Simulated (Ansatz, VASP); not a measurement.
# One calculation of BN, two programs

```xyz
2
Lattice="1.2511 0.7223 3.3729 -1.2511 0.7223 3.3729 0.0000 -1.4447 3.3729" Properties=species:S:1:pos:R:3 pbc="T T T"
N     0.0000    0.0000    6.7517
B     0.0000    0.0000    0.0033
```

The cell is a database's computed one.

Alike in both runs: task band structure; functional PBE; k mesh 12 × 12 × 12; occupations fermi-dirac, width 0.05 eV; no spin polarisation.

|  | VASP | Ansatz |
| --- | --- | --- |
| version | VASP 6.6.1 | Ansatz 0.2.0 |
| potentials or method | VASP PAW PBE potentials, release 64 (N_GW, B_GW) | Ansatz PAW |
| plane-wave cutoff (eV) | 550 | 420 |
| valence electrons in the cell | 8 | 8 |

Ansatz gave:

```
gap on the k mesh at the Fermi level (eV)       : 4.29
least direct gap on the mesh (eV)               : 4.70
gap along the band path (eV)                    : 4.24
pressure (GPa)                                  : 3.6
largest component of the traceless stress (GPa) : 1.20
```

Problem. Which values does VASP return?

Solution. gap on the k mesh at the Fermi level (eV): 4.29; least direct gap on the mesh (eV): 4.71; gap along the band path (eV): 4.23; pressure (GPa): 3.2; largest component of the traceless stress (GPa): 0.87.

Caveats: the pressure holds a Pulay correction of +0.6 GPa for the finite cutoff (Ansatz). A hybrid or GW would open this gap; PBE tends to underestimate it.
